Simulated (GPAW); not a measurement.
Crystal: Bi.

```
Bi
1.0
    -1.98143    1.98143    1.98143
     1.98143   -1.98143    1.98143
     1.98143    1.98143   -1.98143
Bi
1
Direct
  0.00000 0.00000 0.00000
```

This isn't the form of Bi at room conditions, which is rhombohedral.

Base run:

* Program: GPAW 26.7.0
* Functional: PW91
* Potentials or basis: PAW data sets generated in the run's folder for this functional
* Cutoff: 600 eV
* Basis: pw
* k mesh: 9 × 9 × 9
* Occupations: fermi-dirac, width 0.05 eV
* Spin: no spin polarisation

Its results: band gap on the k mesh none (metal or under the smearing width); pressure 0.7 GPa.

Task: After a change of settings the same cell gave: band gap on the k mesh none (metal or under the smearing width); pressure 4.9 GPa. Which change was it?
A. functional from PW91 to BLYP
B. functional from PW91 to AM05
C. functional from PW91 to SCAN; potentials or basis from PAW data sets generated in the run's folder for this functional to GPAW PAW data sets (gpaw-data 1.2.1)
D. functional from PW91 to r2SCAN; potentials or basis from PAW data sets generated in the run's folder for this functional to GPAW PAW data sets (gpaw-data 1.2.1)

Result: A.

BLYP binds less tightly than PW91, so the same cell stands under more pressure.

Caveats: spin-orbit coupling is left out, which moves the levels of the heavy elements.
